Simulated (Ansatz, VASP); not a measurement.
**Mo: VASP beside Ansatz**

```
CELL_PARAMETERS angstrom
3.09805 0.00000 0.00000
0.00000 3.09805 0.00000
0.00000 0.00000 3.25451
ATOMIC_POSITIONS crystal
Mo 0.00000 0.00000 0.00000
Mo 0.50000 0.50000 0.50000
```

Change from the starting cell: uniaxial strain along c, a, b and atoms relaxed: +4.0 %.

Alike in both runs: functional PBEsol; k mesh 14 × 14 × 14; occupations gaussian, width 0.1 eV; no spin polarisation.

Ansatz relaxed the structure, and its values are those at the end. VASP's run is a single point on that final structure, the one shown.

|  | VASP | Ansatz |
| --- | --- | --- |
| version | VASP 6.6.1 | Ansatz 0.2.0 |
| potentials or method | VASP PAW PBE potentials, release 64 (Mo_sv) | scalar-relativistic, plane waves, PAW |
| plane-wave cutoff (eV) | 520 | 420 |
| valence electrons in the cell | 28 | 28 |

```tsv
	VASP	Ansatz	Ansatz less VASP
gap on the k mesh at the Fermi level (eV)	none	none	-
pressure (GPa)	-4.1	-4.6	-0.49
```

A gap of «none» marks a metal or a gap that the smearing closes. With one functional, cell and mesh, what is left measures potentials, basis and numerics.

Caveats: the PAW data sets were made with another functional, which shifts forces and pressure a little (VASP).
